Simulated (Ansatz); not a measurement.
## MoS2: band structure with PBE

**Measured values to compare with.**

“Multiwavelength excitation Raman Scattering Analysis of bulk and 2 dimensional MoS2: Vibrational properties of atomically thin MoS2 layers”, 2015, arxiv:1506.03228 reports, for a bulk crystal of MoS2 at 300 K: band gap 1.3 eV (indirect).

Crystal: MoS2.

```
CELL_PARAMETERS angstrom
3.16900 0.00000 0.00000
-1.58450 2.74443 0.00000
0.00000 0.00000 12.32400
ATOMIC_POSITIONS crystal
Mo 0.66667 0.33333 0.75000
Mo 0.33333 0.66667 0.25000
S 0.66667 0.33333 0.37700
S 0.33333 0.66667 0.87700
S 0.66667 0.33333 0.12300
S 0.33333 0.66667 0.62300
```

```yaml
Program: Ansatz 0.2.0
Task: band structure
Functional: PBE
Potentials_or_basis: all-electron LAPW, scalar-relativistic
Cutoff: 241 eV (chosen from the basis error)
Basis_error_allowed: 0.002 eV/atom
k_mesh: 10 × 10 × 3
Occupations: fermi-dirac, width 0.05 eV
Spin: no spin polarisation
```

* Pressure: 2.0 GPa
* Largest force: 0.064 eV/Å
* Band gap on the k mesh: 0.93 eV, indirect (least direct gap 1.87 eV)
* Band gap along the path: 0.89 eV, indirect (least direct gap 1.66 eV)

Forces in eV/Å, atoms in the order of the input:
```
Mo   0.000  0.000  0.000
Mo   0.000  0.000  0.000
S    0.000  0.000 -0.064
S    0.000  0.000 -0.064
S    0.000  0.000  0.064
S    0.000  0.000  0.064
```

Stress tensor (GPa, compression positive):
```
1.88 0.00 0.00
0.00 1.88 0.00
0.00 0.00 2.29
```

Levels at the corners of the path, in eV from the valence-band top:
| point | band 56 | band 57 | band 58 | band 59 | band 60 | band 61 |
| --- | --- | --- | --- | --- | --- | --- |
| Γ | -1.18 | -1.14 | 0.00 | 2.10 | 2.10 | 2.13 |
| M | -1.53 | -1.40 | -1.27 | 1.60 | 1.65 | 2.00 |
| K | -2.70 | -0.77 | -0.60 | 1.05 | 1.05 | 1.84 |
| Γ | -1.18 | -1.14 | 0.00 | 2.10 | 2.10 | 2.13 |
| A | -2.15 | -0.27 | -0.27 | 2.11 | 2.11 | 2.11 |
| L | -1.63 | -1.33 | -1.33 | 1.62 | 1.62 | 2.14 |
| H | -2.87 | -0.69 | -0.69 | 1.05 | 1.05 | 2.30 |
| A | -2.15 | -0.27 | -0.27 | 2.11 | 2.11 | 2.11 |

Wall time 8.5 s on 4 threads of Intel(R) Xeon(R) 6975P-C (Granite Rapids), with other jobs on the host, peak memory 0.67 GiB.

A measured gap of MoS2 is 1.3 eV (indirect; 300 K; “Multiwavelength excitation Raman Scattering Analysis of bulk and 2 dimensional MoS2: Vibrational properties of atomically thin MoS2 layers”, 2015, arxiv:1506.03228); the calculated 0.89 eV misses it by -0.41 eV. Spin-orbit coupling on Mo is left out. The value is that of PBE, without temperature or zero-point motion. Semilocal functionals fall short of measured gaps as a rule.

Caveat: this functional lacks dispersion, which binds the layers, so the pressure and a relaxed spacing across them are unreliable.
